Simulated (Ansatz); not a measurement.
# AlN: the cell at several levels of theory

How does the equilibrium cell of AlN built on the NiAs prototype depend on the functional? It is relaxed with PBE, r2SCAN, PBEsol, LDA and HSE06. This is a trial cell built on a prototype, not taken from a measured structure, and it needn't be the compound's ground state.

Program: Ansatz 0.2.0. PAW datasets, plane waves, zero pressure. These are computed values for a spin-unpolarised cell that may be hypothetical; none is a measurement.

**1. The system as given**

This is the cell as the run starts from it, not yet at rest; its lengths are not the crystal's.

It is hexagonal, P6_3/mmc (No. 194); conventional cell a = 2.703 Å, c = 4.405 Å, 6.97 Å³ an atom. Near Al stand 6 N at 1.91 Å; near N stand 6 Al at 1.91 Å.

As a file:

```xyz
4
Lattice="2.7025 0.0000 0.0000 -1.3513 2.3405 0.0000 0.0000 0.0000 4.4051" Properties=species:S:1:pos:R:3 pbc="T T T"
Al    0.0000    0.0000    0.0000
Al    0.0000    0.0000    2.2026
N     0.0000    1.5603    1.1013
N     1.3513    0.7802    3.3038
```

**2. Relaxation with PBE**

input.yaml reads:

```yaml
crystal:
  lattice:
    - [2.70253431, 0.0, 0.0]
    - [-1.351267155, 2.3404633671, 0.0]
    - [0.0, 0.0, 4.4051309253]
  atoms:
    - { symbol: Al, position: [0.0, 0.0, 0.0] }
    - { symbol: Al, position: [0.0, 0.0, 0.5] }
    - { symbol: "N", position: [0.3333333333, 0.6666666667, 0.25] }
    - { symbol: "N", position: [0.6666666667, 0.3333333333, 0.75] }
kpoints:
  mp_grid: { grid: [12, 12, 6] }
hamiltonian:
  xc: pbe
scf:
  occupations: { method: fermi_dirac, width: 0.02 }
relax:
  f_tol: 0.005
  cell: {}
```

The run is started by

```
$ ansatz run input.yaml --threads 2 --pin off --max-ram 2211MiB --backend cpu --events-out ev --progress --plain --runs-dir out
```

Further steps of the session: Relaxation with r2SCAN; Relaxation with PBEsol; Relaxing with LDA; Relaxing with HSE06.

Q: Predict the outcome of this session. Wanted: for each run, a; c; volume; space group; SCF geometries.

**Answer**, as computed:

```
 level  a (Å)  c (Å)  volume (Å³/atom)  space group  SCF geometries
   PBE  2.856  4.883             8.622     P6_3/mmc              10
r2SCAN  2.833  4.841             8.411     P6_3/mmc               6
PBEsol  2.836  4.856             8.456     P6_3/mmc               7
   LDA  2.812  4.813             8.239     P6_3/mmc               8
 HSE06  2.825  4.835             8.357     P6_3/mmc               5
```

From the start to the first minimum the volume moved by +23.8 %. The volume runs from LDA (least) to PBE (most), a spread of 4.7 %, or 1.5 % in length if all axes shared it alike. The meshes differ: PBE 12×12×6, r2SCAN 12×12×6, PBEsol 12×12×6, LDA 12×12×6, HSE06 6×6×4.
